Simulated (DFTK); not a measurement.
## Hf: single point with PBE

Hf, a sheet with vacuum:

```
Hf
1.0
     2.93352    0.00000    0.00000
    -1.46676    2.54050    0.00000
     0.00000    0.00000   23.80000
Hf
1
Direct
  0.00000 0.00000 0.29412
```

The cell was built by a generator and needn't be a form met in nature.

* Program: DFTK 0.8.2
* Task: single point
* Functional: PBE
* Potentials or basis: dojo.nc.sr.pbe.v0_4_1.standard.upf (PBE)
* Cutoff: 952 eV
* k mesh: 10 × 10 × 1
* Occupations: fermi-dirac, width 0.05 eV
* Spin: no spin polarisation

The band gap on the k mesh is none (metal or under the smearing width).

Stress tensor (GPa, compression positive):
```
-0.20  0.00  0.00
 0.00 -0.20  0.00
 0.00  0.00  0.00
```

Levels at points of the mesh, in eV from the Fermi level:
| k point | band 2 | band 3 | band 4 | band 5 | band 6 | band 7 | band 8 | band 9 | band 10 | band 11 |
| --- | --- | --- | --- | --- | --- | --- | --- | --- | --- | --- |
| (0.00, 0.00, 0.00) | -30.73 | -29.95 | -29.95 | -5.56 | -0.28 | 0.24 | 1.81 | 1.81 | 4.03 | 4.24 |
| (-0.50, 0.00, 0.00) | -31.17 | -30.55 | -30.23 | -2.80 | -1.01 | 2.35 | 2.65 | 4.01 | 6.09 | 7.90 |

Run time: 2.2 min on 1 thread of Intel(R) Xeon(R) 6975P-C (Granite Rapids), with other jobs on the host, peak memory 2 GiB.

Caveat: there is no dipole correction across the vacuum. The run has no spin-orbit coupling, so splittings on Hf are missing.
